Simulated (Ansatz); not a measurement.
Pb under changes of volume

One of the cells (30.323 Å³/atom); the others are scaled copies at fixed shape and fractional positions:

```
Pb
1.0
     0.00000    2.47502    2.47502
     2.47502    0.00000    2.47502
     2.47502    2.47502    0.00000
Pb
1
Direct
  0.00000 0.00000 0.00000
```

| Property | Result |
| --- | --- |
| Program | Ansatz 0.2.0 |
| Functional | Slater exchange only |
| Potentials or basis | all-electron LAPW, scalar-relativistic |
| Cutoff | 154 eV (chosen from the basis error) |
| Basis error allowed | 0.001 eV/atom |
| k mesh | 9 × 9 × 9 |
| Occupations | fermi-dirac, width 0.1 eV |
| Spin | collinear spin, ferromagnetic start |
| Starting moments | [0.5] μB |

```csv
volume (Å³/atom),energy over the lowest point (meV/atom),pressure (GPa)
28.503,39.00,5.0
29.110,22.72,3.7
29.716,?,?
30.323,3.87,1.5
30.929,0.27,0.5
31.535,0.00,-0.3
32.142,2.69,-1.1
```

**Question.** What does the run at 29.716 Å³/atom give?

**Answer.** Energy over the lowest point 11.19 meV/atom; pressure 2.5 GPa.

Worked out: A Birch-Murnaghan fit of order 3 (a polynomial in V^(-2/3)) to the other rows has its minimum at 31.28 Å³/atom with B0 = V·E''(V) = 42 GPa and B' = 5.0. It gives 11.20 meV/atom at 29.716 Å³/atom, against the run's 11.19, and -dE/dV = 2.5 GPa, against 2.5.

Energies are extrapolated to zero smearing.

Caveats: the starting moments weren't kept.
